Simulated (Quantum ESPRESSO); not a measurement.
TaN under changes of volume

One of the cells (10.813 Å³/atom); the others are scaled copies at fixed shape and fractional positions:

```xyz
2
Lattice="0.0000 2.2113 2.2113 2.2113 0.0000 2.2113 2.2113 2.2113 0.0000" Properties=species:S:1:pos:R:3 pbc="T T T"
Ta    2.2113    2.2113    2.2113
N     0.0000    0.0000    0.0000
```

The cell comes from a database or a generator and needn't be the stable form of this composition.

| Item | Value |
| --- | --- |
| Program | Quantum ESPRESSO 7.5 |
| Functional | rev-vdW-DF2 |
| Potentials or basis | PseudoDojo 0.4.1 SR PBE standard |
| Cutoff | 1143 eV |
| Density cutoff | 4572 eV |
| k mesh | 10 × 10 × 10 |
| Occupations | fermi-dirac, width 0.05 eV |
| Spin | no spin polarisation |

| volume (Å³/atom) | energy over the lowest point (meV/atom) | pressure (GPa) |
| --- | --- | --- |
| 10.164 | 25.21 | 17.5 |
| 10.381 | 7.28 | 9.2 |
| 10.597 | 0.00 | 1.8 |
| 10.813 | 2.26 | -4.9 |
| 11.030 | 13.06 | -10.9 |
| 11.246 | ? | ? |
| 11.462 | 56.80 | -21.1 |

Q: What does the run at 11.246 Å³/atom give?

A: Energy over the lowest point 31.50 meV/atom; pressure -16.3 GPa.

Worked out: A Birch-Murnaghan fit of order 3 (a polynomial in V^(-2/3)) to the other rows has its minimum at 10.65 Å³/atom with B0 = V·E''(V) = 337 GPa and B' = 4.3. It gives 31.50 meV/atom at 11.246 Å³/atom, against the run's 31.50, and -dE/dV = -16.3 GPa, against -16.3.

Energies are extrapolated to zero smearing.

Caveats: the potentials were made for another functional, which shifts forces and pressure.
